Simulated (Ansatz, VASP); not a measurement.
# Fe: VASP beside Ansatz

Contents of INCAR:

```
PREC = Accurate
ENCUT = 520
EDIFF = 1E-6
ISMEAR = -1
SIGMA = 0.03
LREAL = F
LASPH = T
NELM = 150
ALGO = Normal
ISIF = 2
LWAVE = F
LCHARG = T
ISPIN = 2
MAGMOM = 2.208
LORBIT = 11
LMAXMIX = 4
GGA = PE
LELF = T
LVHAR = T
NBANDS = 14
```

File KPOINTS:

```
Automatic mesh
0
Gamma
  15 15 15
```

File POSCAR:

```
Fe
1.0
   -1.4163059769      1.4163059769      1.4163059769
    1.4163059769     -1.4163059769      1.4163059769
    1.4163059769      1.4163059769     -1.4163059769
Fe
1
Direct
    0.0000000000      0.0000000000      0.0000000000
```

Input for Ansatz:

```yaml
crystal:
  lattice:
    - [-1.4163059769, 1.4163059769, 1.4163059769]
    - [1.4163059769, -1.4163059769, 1.4163059769]
    - [1.4163059769, 1.4163059769, -1.4163059769]
  atoms:
    - { symbol: Fe, position: [0.0, 0.0, 0.0], spin: 2.208 }
hamiltonian:
  xc: pbe
  pseudopotentials:
    kind: paw
    azcp:
      Fe: "pseudopotentials/Fe.paw.azcp"
basis:
  ecutwfc: 420
  fft_grid_basis: typed
kpoints:
  mp_grid: { grid: [15, 15, 15], shift: [0, 0, 0] }
magnetization:
  spin_polarized: true
scf:
  occupations: { method: fermi_dirac, width: 0.03 }
  lower_state_search: "off"
output:
  stress: true
  write_density: true
  write_potential: true
  elf: true
  volumetric_format: npy
```

Alike in both runs: task single point; functional PBE; k mesh 15 × 15 × 15; occupations fermi-dirac, width 0.03 eV; collinear spin.

```csv
,VASP,Ansatz
version,VASP 6.6.1,Ansatz 0.2.0
potentials or method,"VASP PAW PBE potentials, release 64 (Fe)","plane waves (420 eV) with PAW, scalar-relativistic"
plane-wave cutoff (eV),520,420
valence electrons in the cell,8,16
```

```csv
,VASP,Ansatz,Ansatz less VASP
pressure (GPa),0.0,0.0,+0.04
net moment per atom (μB),2.19,2.18,-0.012
size of the moment on the site where the two differ most (μB),2.19,2.23,+0.038
```

Site moments also hang on the region over which each program counts them. The two sets of potentials don't hold the same shells in valence.
